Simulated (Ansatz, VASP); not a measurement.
**One calculation of Se, two programs**

```
Se
1.0
     2.78952    0.04509   -0.00335
     0.04509    2.79977    0.00512
    -0.00335    0.00512    2.84344
Se
1
Direct
  0.04528 0.00088 0.99280
```

Change from the starting cell: cell strained at random at fixed volume.

Alike in both runs: task single point; functional PBE; k mesh 9 × 9 × 9; occupations gaussian, width 0.1 eV; no spin polarisation.

|  | VASP | Ansatz |
| --- | --- | --- |
| version | VASP 6.6.1 | Ansatz 0.2.0 |
| potentials or method | VASP PAW PBE potentials, release 64 (Se), cutoff 520 eV | all-electron LAPW, scalar-relativistic |

|  | VASP | Ansatz | Ansatz less VASP |
| --- | --- | --- | --- |
| gap on the k mesh at the Fermi level (eV) | none | none | - |
| pressure (GPa) | 2.0 | 2.0 | -0.04 |
| largest component of the traceless stress (GPa) | 0.36 | 0.36 | -0.001 |

A gap of «none» marks a metal or a gap that the smearing closes. Ansatz ran all-electron here, so the differences hold the error of VASP's frozen core and of both bases.
